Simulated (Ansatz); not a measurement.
# Zr2O: the cost of one run

Method: DFT PBE, scalar-relativistic, plane waves, PAW, in Ansatz 0.2.0.

## 1. The structure to begin with

Symmetry: I4_1/amd, No. 141, tetragonal system. Conventional cell: a = 3.819 Å, b = 3.819 Å, c = 13.278 Å, α = 90.00°, β = 90.00°, γ = 90.00°. Zr (site symmetry 2mm) is surrounded by 3 Zr at 2.20 to 2.22 Å and 6 O at 2.92 Å. O (site symmetry -4m2) has 12 Zr at 2.92 Å as nearest neighbours.

Structure file:

```
CELL_PARAMETERS angstrom
-1.90943 1.90943 6.63904
1.90943 -1.90943 6.63904
1.90943 1.90943 -6.63904
ATOMIC_POSITIONS crystal
Zr 0.41650 0.41650 0.00000
Zr 0.16650 0.66650 0.50000
Zr 0.33350 0.83350 0.50000
Zr 0.58350 0.58350 0.00000
O 0.00000 0.00000 0.00000
O 0.75000 0.25000 0.50000
```

This is candidate A: ThSi2 type (I4_1/amd, No. 141).

(A quick probe on a coarse mesh, which set the mesh and smearing, is not shown.)

## 3. Rough relaxation on the coarse mesh (candidate A)

input.yaml reads:

```yaml
crystal:
  lattice:
    - [-1.9094290685, 1.9094290685, 6.6390376676]
    - [1.9094290685, -1.9094290685, 6.6390376676]
    - [1.9094290685, 1.9094290685, -6.6390376676]
  atoms:
    - { symbol: Zr, position: [0.4165, 0.4165, 0.0] }
    - { symbol: Zr, position: [0.1665, 0.6665, 0.5] }
    - { symbol: Zr, position: [0.3335, 0.8335, 0.5] }
    - { symbol: Zr, position: [0.5835, 0.5835, 0.0] }
    - { symbol: O, position: [0.0, 0.0, 0.0] }
    - { symbol: O, position: [0.75, 0.25, 0.5] }
basis:
  ecutwfc: 420
kpoints:
  mp_grid: { grid: [6, 6, 6] }
hamiltonian:
  xc: pbe
scf:
  occupations: { method: gaussian, width: 0.1 }
  lower_state_search: "off"
output:
  forces: true
  stress: true
  eigenvalues: true
relax:
  adjacent_minimum: "off"
  f_tol: 0.04
  max_steps: 70
  cell: { stress_tol: 0.4 }
```

The run is started by

```console
ansatz run input.yaml --threads 1 --pin off --max-ram 2560MiB --backend cpu --events-out ev --progress --plain --runs-dir out
```

What time and memory should one allow on 1 thread of Intel Xeon Platinum 8488C (Sapphire Rapids), shared host?

About 2.3 min, with a peak of 0.45 GiB.
